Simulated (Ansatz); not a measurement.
# CaSe: frozen-core PAW against all-electron methods

```
CELL_PARAMETERS angstrom
5.02975 0.00000 0.00000
-2.51488 4.35589 0.00000
0.00000 0.00000 5.89286
ATOMIC_POSITIONS crystal
Ca 0.33333 0.66667 0.93811
Ca 0.66667 0.33333 0.43811
Se 0.33333 0.66667 0.43789
Se 0.66667 0.33333 0.93789
```

Atom numbers follow the list: Ca1, Ca2, Se3, Se4.

The structure comes from a relaxation in the same program, started in the wurtzite type, and has space group P6_3/mmc. Whether it is a known phase or the ground state wasn't checked. The relaxation left the symmetry of that type.

Methods: DFT, PBE, PAW with Ansatz's default frozen-core files, scalar-relativistic (Ansatz 0.2.0); DFT, PBE, all-electron PAW with datasets made for the crystal, scalar-relativistic (Ansatz 0.2.0); DFT, PBE, all-electron LAPW, scalar-relativistic (Ansatz 0.2.0).

For PAW: a Γ-centred 9×9×5 k mesh, Fermi–Dirac smearing of 0.05 eV, cutoff 420 eV, no spin polarisation. The crystal-made all-electron datasets (AE datasets) take a cutoff of 200 eV at this cell. LAPW targets a basis error of 1 meV/atom. The Ansatz runs share mesh, smearing and spin set-up. Plane-wave (PAW) pressures include the program's estimate of the Pulay term.

Stress and pressure are positive in compression.

Levels count from the top of the valence band.

| quantity | PAW | AE datasets | LAPW |
| --- | --- | --- | --- |
| pressure (GPa) | 0.01 | 0.01 | 0.01 |
| band gap (eV) | 2.477 | 2.477 | 2.477 |
| highest filled level at A (eV) | -1.365 | -1.365 | -1.365 |
| lowest empty level at A (eV) | 3.745 | 3.745 | 3.745 |
| highest filled level at K (eV) | -0.539 | -0.539 | -0.539 |
| lowest empty level at K (eV) | 2.477 | 2.477 | 2.477 |
| highest filled level at Γ (eV) | 0.000 | 0.000 | 0.000 |
| lowest empty level at Γ (eV) | 2.552 | 2.552 | 2.552 |
| field gradient Vzz at Ca1 (10²¹ V/m²) | -1.12 | -1.11 | – |
| field gradient Vzz at Se3 (10²¹ V/m²) | -0.59 | -0.58 | – |

PAW's pressure differs from the LAPW value by about 0.01 GPa or less. Datasets made for the crystal and LAPW share parts of one code, so their agreement isn't an independent check.
